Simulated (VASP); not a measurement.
# Settings for PbSe: self-consistent run

PbSe, Cm (no. 8), 4 atoms in the cell. PBE; PAW potentials Pb_d, Se (PBE set). VASP 6.6.1. The cell is changed on purpose: last atom moved by 0.08 Å along z, cell strained by -1.0% along z.

Wanted: energy within 0.5 meV/atom; forces within 0.003 eV/Å.

What the run is for: forces; Accuracy asked: tight.

POSCAR:
```
PbSe
1.0
    2.1548765900     -6.1339473500      0.0000000000
    2.1548765900      6.1339473500      0.0000000000
    0.0000000000      0.0000000000      4.4059886343
Pb Se
2 2
Direct
    0.3682392700      0.6317607300      0.2500000000
    0.6317607300      0.3682392700      0.7500000000
    0.1387100400      0.8612899600      0.2500000000
    0.8612899600      0.1387100400      0.7679755300
```

The series start from Plane-wave cutoff (eV): 310; k-point mesh: 6 × 6 × 5; Precision mode (PREC): Accurate; Electronic threshold (eV): 1e-6; Bands in all (NBANDS): 32; Aspherical gradient terms in the spheres (LASPH): yes; Electronic algorithm: ALGO=Normal; Placing of the Fermi level (EFERMI): EFERMI=MIDGAP; Density mixing: defaults. Each series keeps the choices made before it, and each single choice may use up half of a tolerance.

## Plane-wave cutoff (eV)

| Plane-wave cutoff (eV) | Energy less reference (meV/atom) | Forces, largest deviation (eV/Å) | SCF iterations | Time (s) |
|---|---|---|---|---|
| 190 | 124.97 | 0.0296 | 13 | 15 |
| 240 | 2.62 | 0.0023 | 12 | 19 |
| 280 | 1.76 | 0.0004 | 12 | 19 |
| 310 | 0.97 | 0.0002 | 12 | 32 |
| 360 | 0.88 | 0.0003 | 12 | 30 |
| 420 | -0.06 | 0.0006 | 12 | 44 |
| 500 | 0.03 | 0.0005 | 12 | 48 |
| 620 (reference) | 0.00 | 0.0000 | 12 | 80 |

Chosen: 420, the loosest value from which every tighter one stays within half of the tolerance.

## k-point mesh

| k-point mesh | Energy less reference (meV/atom) | Forces, largest deviation (eV/Å) | SCF iterations | Time (s) |
|---|---|---|---|---|
| 2 × 2 × 2 | 251.32 | 0.8410 | 13 | 8.8 |
| 3 × 3 × 2 | 51.86 | 0.1707 | 13 | 13 |
| 3 × 3 × 3 | -18.42 | 0.2013 | 12 | 14 |
| 4 × 4 × 3 | -7.95 | 0.0877 | 12 | 19 |
| 5 × 5 × 4 | -1.57 | 0.0320 | 12 | 29 |
| 6 × 6 × 5 | 0.55 | 0.0132 | 12 | 44 |
| 7 × 7 × 6 | -0.70 | 0.0018 | 12 | 62 |
| 9 × 9 × 8 | -0.05 | 0.0008 | 12 | 120 |
| 11 × 11 × 10 (reference) | 0.00 | 0.0000 | 12 | 210 |

Chosen: 9 × 9 × 8.

## Precision mode (PREC)

| Precision mode (PREC) | Energy less reference (meV/atom) | Forces, largest deviation (eV/Å) | SCF iterations | Time (s) |
|---|---|---|---|---|
| SingleN | -0.91 | 0.0013 | 12 | 63 |
| Normal | -0.01 | 0.0001 | 12 | 65 |
| Single | -0.08 | 0.0010 | 12 | 120 |
| Accurate (reference) | 0.00 | 0.0000 | 12 | 120 |

Chosen: Normal.

## Electronic threshold (eV)

| Electronic threshold (eV) | Energy less reference (meV/atom) | Forces, largest deviation (eV/Å) | SCF iterations | Time (s) |
|---|---|---|---|---|
| 0.001 | 0.01 | 0.0032 | 10 | 55 |
| 0.0001 | 0.00 | 0.0033 | 11 | 59 |
| 1e-5 | 0.00 | 0.0005 | 12 | 68 |
| 1e-6 | 0.00 | 0.0007 | 12 | 65 |
| 1e-7 | 0.00 | 0.0001 | 13 | 76 |
| 1e-8 (reference) | 0.00 | 0.0000 | 16 | 85 |

Chosen: 1e-5.

## Bands in all (NBANDS)

| Bands in all (NBANDS) | Energy less reference (meV/atom) | Forces, largest deviation (eV/Å) | SCF iterations | Time (s) |
|---|---|---|---|---|
| 21 | 0.00 | 0.0024 | 12 | 42 |
| 22 | 0.00 | 0.0023 | 12 | 45 |
| 24 | 0.00 | 0.0014 | 12 | 60 |
| 26 | 0.00 | 0.0007 | 12 | 56 |
| 32 | 0.00 | 0.0006 | 12 | 68 |
| 44 (reference) | 0.00 | 0.0000 | 12 | 96 |

Chosen: 24.

## Aspherical gradient terms in the spheres (LASPH)

| Aspherical gradient terms in the spheres (LASPH) | Energy less reference (meV/atom) | Forces, largest deviation (eV/Å) | SCF iterations | Time (s) |
|---|---|---|---|---|
| yes | 0.00 | 0.0000 | 12 | 60 |
| no | 0.17 | 0.0017 | 12 | 50 |

Chosen: yes; no other choice that stays within half of the tolerance saves 30 % of the time.

## Electronic algorithm

| Electronic algorithm | Energy less reference (meV/atom) | Forces, largest deviation (eV/Å) | SCF iterations | Time (s) |
|---|---|---|---|---|
| ALGO=Normal | 0.00 | 0.0000 | 12 | 60 |
| ALGO=Fast | 0.00 | 0.0006 | 14 | 63 |
| ALGO=VeryFast | 0.00 | 0.0006 | 21 | 87 |
| ALGO=All ISEARCH=1 | 0.00 | 0.0032 | 16 | 59 |
| ALGO=All ISEARCH=0 | 0.00 | 0.0032 | 16 | 53 |
| ALGO=Damped TIME=0.4 | 0.00 | 0.0008 | 22 | 59 |
| ALGO=Damped TIME=0.1 | 0.00 | 0.0004 | 39 | 94 |

Chosen: ALGO=Normal.

## Placing of the Fermi level (EFERMI)

| Placing of the Fermi level (EFERMI) | Energy less reference (meV/atom) | Forces, largest deviation (eV/Å) | SCF iterations | Time (s) |
|---|---|---|---|---|
| EFERMI=MIDGAP | 0.00 | 0.0000 | 12 | 60 |
| EFERMI=LEGACY | 0.00 | 0.0000 | 12 | 48 |

Chosen: EFERMI=MIDGAP.

## Density mixing

| Density mixing | Energy less reference (meV/atom) | Forces, largest deviation (eV/Å) | SCF iterations | Time (s) |
|---|---|---|---|---|
| defaults | 0.00 | 0.0000 | 12 | 60 |
| BMIX=0.0001 | 0.00 | 0.0016 | 13 | 51 |
| BMIX=2.0 | 0.00 | 0.0002 | 12 | 48 |
| INIMIX=0 | 0.00 | 0.0016 | 13 | 51 |
| AMIX=0.1 | 0.00 | 0.0059 | 15 | 61 |
| WC=0 | 0.00 | 0.0029 | 13 | 59 |
| MIXPRE=0 | 0.00 | 0.0006 | 12 | 57 |

Chosen: defaults.

## All choices together

| Input | Energy less reference (meV/atom) | Forces, largest deviation (eV/Å) | Time (s) |
|---|---|---|---|
| the program's defaults (naive) | -4.93 | 0.0829 | 3.4 |
| chosen settings | -0.11 | 0.0009 | 60 |
| reference settings throughout | 0.00 | 0.0000 | 784 |

The tolerance is met.

## The input

INCAR:
```
GGA = PE
ISMEAR = 0
SIGMA = 0.03
LWAVE = False
LCHARG = False
ISIF = 2
PREC = Normal
LASPH = True
LREAL = False
ALGO = Normal
EDIFF = 1E-5
NELM = 120
GGA_COMPAT = False
ENCUT = 420
EFERMI = MIDGAP
KPAR = 4
NBANDS = 24
```

KPOINTS:
```
Automatic mesh
0
Gamma
  9 9 8
  0 0 0
```

Commands:
```
cat potpaw_PBE.64/Pb_d/POTCAR potpaw_PBE.64/Se/POTCAR > POTCAR
mpirun -np 4 vasp_std > vasp.out
```

The chosen input took VASP 6.6.1 60 s on 4 cores (Intel Xeon Platinum 8259CL @ 2.50GHz (Skylake/Cascade Lake)), a shared host.

## An input that fails: one k point for a small cell

It runs to its end, but against the unchanged starting input it is off by 282.14 meV/atom in the energy, 1.3355 eV/Å in the forces.

k mesh: 6 × 6 × 5 becomes 1 × 1 × 1.

Changes against the starting input:
```
- NELM = 120
- KPAR = 4
+ NELM = 60
```
